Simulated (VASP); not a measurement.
Wanted: the native input for a VASP 6.6.1 run.

```
Task                   : single point
Functional             : PBE
Dispersion             : D3(BJ)
Potentials or basis    : VASP PAW PBE potentials, release 64 (Li_sv, O)
Cutoff                 : 520 eV
k mesh                 : 8 × 8 × 8
Occupations            : gaussian, width 0.02 eV
Spin                   : no spin polarisation
Dipole correction      : no
Further INCAR settings : ALGO = Normal; EDIFF = 1e-07; NBANDS = 13
```

The structure of Li2O lies in POSCAR:

```
Li2O
1.0
    0.0000000000      2.2623015424      2.2623015424
    2.2623015424      0.0000000000      2.2623015424
    2.2623015424      2.2623015424      0.0000000000
Li O
2 1
Direct
    0.2500000000      0.2500000000      0.2500000000
    0.7500000000      0.7500000000      0.7500000000
    0.0000000000      0.0000000000      0.0000000000
```

The cell isn't the ideal one: relaxed again under DFT PBE+D3(BJ), scalar-relativistic, plane waves, PAW.

The input as run:

INCAR

```
SYSTEM = Li2O
PREC = Accurate
ENCUT = 520
EDIFF = 1E-7
ISMEAR = 0
SIGMA = 0.02
LREAL = .FALSE.
LASPH = .TRUE.
NELM = 80
ALGO = Normal
ISIF = 2
LWAVE = .FALSE.
LCHARG = .FALSE.
GGA = PE
IVDW = 12
NBANDS = 13
```

KPOINTS

```
Automatic mesh
0
G
  8 8 8
  0 0 0
```

Potentials or basis: VASP PAW PBE potentials, release 64 (Li_sv, O).

Command:

```bash
$ cat potpaw_PBE.64/Li_sv/POTCAR potpaw_PBE.64/O/POTCAR > POTCAR
$ mpirun -np 1 vasp_std > vasp.out
```

Results of the run:

* Band gap on the k mesh: 5.09 eV, indirect (least direct gap 5.75 eV)
* Dispersion energy per atom: -0.282 eV

Run time: 5.5 s on 1 thread of Intel(R) Xeon(R) Platinum 8488C (Sapphire Rapids), with other jobs on the host, peak memory 0.14 GiB.
